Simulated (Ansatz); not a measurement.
Si₂Mo, DFT, PBE, all-electron PAW with datasets made for the crystal, scalar-relativistic (Ansatz 0.2.0), run on 1 thread of Arm Neoverse V1 on a shared host.

The cell is COD entry 1010282, as deposited and not checked against the literature; nothing was relaxed. It is an old determination, and later ones may differ. The listed cell was then made from it by scaling, straining or moving an atom.

Command: `ansatz run input.yaml --threads 1 --pin off --max-ram 6144MiB --backend cpu --events-out ev --progress --plain --runs-dir out`

```yaml
crystal:
  lattice:
    - [-1.5723475, 1.6116525, 3.9305]
    - [1.6116525, -1.5723475, 3.9305]
    - [1.5883475, 1.5883475, -3.9145]
  atoms:
    - { symbol: Si, position: [0.333, 0.333, 0.0] }
    - { symbol: Si, position: [0.667, 0.667, 0.0] }
    - { symbol: Mo, position: [0.0, 0.0, 0.0] }
kpoints:
  mp_grid: { grid: [12, 12, 16] }
scf:
  occupations: { method: fermi_dirac, width: 0.03 }
hamiltonian:
  xc: pbe
  pseudopotentials: { kind: all_electron, datasets: crystal }
output:
  forces: true
  stress: true
  eigenvalues: true
  efg: { contact_densities: true }
```

Task: How large is the problem that the program sets up?

Result: 632 irreducible k-points, 469 plane waves at Γ, 11 bands.

Task: About how long does it take, and how much memory does it use?

Result: 43 s of wall time for 9 SCF iterations, with a peak of 1.1 GiB. Times on shared machines scatter by tens of per cent.

Task: And the same cell and mesh by PAW (frozen-core files), asked for forces, stress, eigenvalues, efg, on the same hardware?

Result: 19 s, peak memory 0.6 GiB.
